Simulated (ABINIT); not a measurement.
A calculation with ABINIT 10.8.3 (patched build) of C (ASE script, Cartesian positions):

The input run.py:

```python
import json, os
import numpy as np
from ase.units import GPa
from ase.calculators.abinit import Abinit, AbinitProfile
from ase.io import read

atoms = read('C.xyz')

profile = AbinitProfile(command='abinit', pp_paths=[os.path.abspath('pseudos')])
params = dict(
    pps='pawxml', xc='PBE',
    chksymtnons=0,
    tolsym=1e-06,
    ecut=517.0163,
    pawecutdg=1034.0327,
    pawovlp=30,
    kptopt=1,
    ngkpt=[13, 13, 8],
    nshiftk=1,
    shiftk=[0.0, 0.0, 0.0],
    ixc=11,
    nband=8,
    occopt=3,
    tsmear=0.05,
    nstep=100,
    tolvrs=1e-09,
    prtwf=0,
    prtden=0,
)

atoms.calc = Abinit(profile=profile, directory='run', **params)
energy = atoms.get_potential_energy()
forces = atoms.get_forces()
stress = atoms.get_stress()
print(f'energy {energy:.6f} eV')
print('forces (eV/A)')
print(np.round(forces, 5))
print('stress (GPa, Voigt, tension positive)', np.round(stress / GPa, 4))
json.dump(dict(energy=energy, forces=forces.tolist(), stress=stress.tolist(), cell=atoms.cell.tolist(), frac=atoms.get_scaled_positions(wrap=False).tolist()), open('results.json', 'w'))
```

Contents of C.xyz:

```xyz
2
Lattice="2.1273203072 -1.2282824400 0.0000000000 2.1273203072 1.2282824400 0.0000000000 -1.3790696309 0.0000000000 3.5028300786" Properties=species:S:1:pos:R:3 pbc="T T T"
C     -0.6699289920      0.0000000000      3.5025041753
C      3.5454999755      0.0000000000      0.0003259033
```

Potentials or basis: JTH PAW PBE v2.0.

Launch:

```console
$ python run.py
```

This is a stacking variant of graphite.

**Question.** Write the same calculation in another form: native input, structure from a POSCAR.

**Answer.** As run:

The input run.abi:

```
pp_dirpath "./"
pseudos "C.GGA_PBE-JTH.xml"

structure "poscar:POSCAR"
natom 2
chkprim 0
chksymtnons 0
tolsym 1.0e-6

ecut 19.0
pawecutdg 38.0
pawovlp 30

kptopt 1
ngkpt 13 13 8
nshiftk 1
shiftk 0.0 0.0 0.0

ixc 11

nband 8
occopt 3
tsmear 0.00183747

nstep 100
tolvrs 1.0e-9

iomode 3
prtwf 0
prtden 0
prteig 0
prtebands 0
```

POSCAR

```
C
1.0
    2.1273203072     -1.2282824400      0.0000000000
    2.1273203072      1.2282824400      0.0000000000
   -1.3790696309      0.0000000000      3.5028300786
C
2
Direct
    0.1666444700      0.1666444700      0.9999069600  C
    0.8333555300      0.8333555300      0.0000930400  C
```

Potentials or basis: JTH PAW PBE v2.0.

Command:

```console
$ abinit run.abi > log 2>&1
```

Both were run:

|  | ASE script, Cartesian positions | native input, structure from a POSCAR |
| --- | --- | --- |
| Pressure | 3.4 GPa | 3.4 GPa |
| Largest force | 0.011 eV/Å | 0.011 eV/Å |
| Band gap on the k mesh | 0.93 eV, indirect (least direct gap 0.94 eV) | 0.93 eV, indirect (least direct gap 0.94 eV) |

Keys that steer only the numerical path or the files written may differ.

Caveat: an odd mesh through Γ misses points on the zone boundary, where band edges often lie; this functional lacks dispersion, which binds the layers, so the pressure and a relaxed spacing across them are unreliable; the atomic spheres overlap.
